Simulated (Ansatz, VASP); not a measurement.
## Fe in VASP and in Ansatz

```
Fe
1.0
    -1.51955    1.41578    1.44876
     1.51955   -1.41578    1.44876
     1.51955    1.41578   -1.44876
Fe
1
Cartesian
  0.0000 0.0000 0.0000
```

Change from the starting cell: normal strain along x +0.0733, normal strain along z +0.0233.

Alike in both runs: task single point; functional PBE; k mesh 10 × 10 × 10; occupations gaussian, width 0.15 eV; collinear spin.

|  | VASP | Ansatz |
| --- | --- | --- |
| version | VASP 6.6.1 | Ansatz 0.2.0 |
| potentials or method | VASP PAW PBE potentials, release 64 (Fe) | scalar-relativistic, plane waves, PAW |
| plane-wave cutoff (eV) | 520 | 520 |
| valence electrons in the cell | 8 | 16 |

```tsv
	VASP	Ansatz	Ansatz less VASP
gap on the k mesh at the Fermi level (eV)	none	none	-
pressure (GPa)	-13.2	-13.7	-0.46
largest component of the traceless stress (GPa)	2.07	2.33	+0.260
net moment per atom (μB)	2.37	2.33	-0.036
size of the moment on the site where the two differ most (μB)	2.38	2.40	+0.014
```

Site moments also hang on the region over which each program counts them. A gap of «none» marks a metal or a gap that the smearing closes. The two sets of potentials don't hold the same shells in valence.
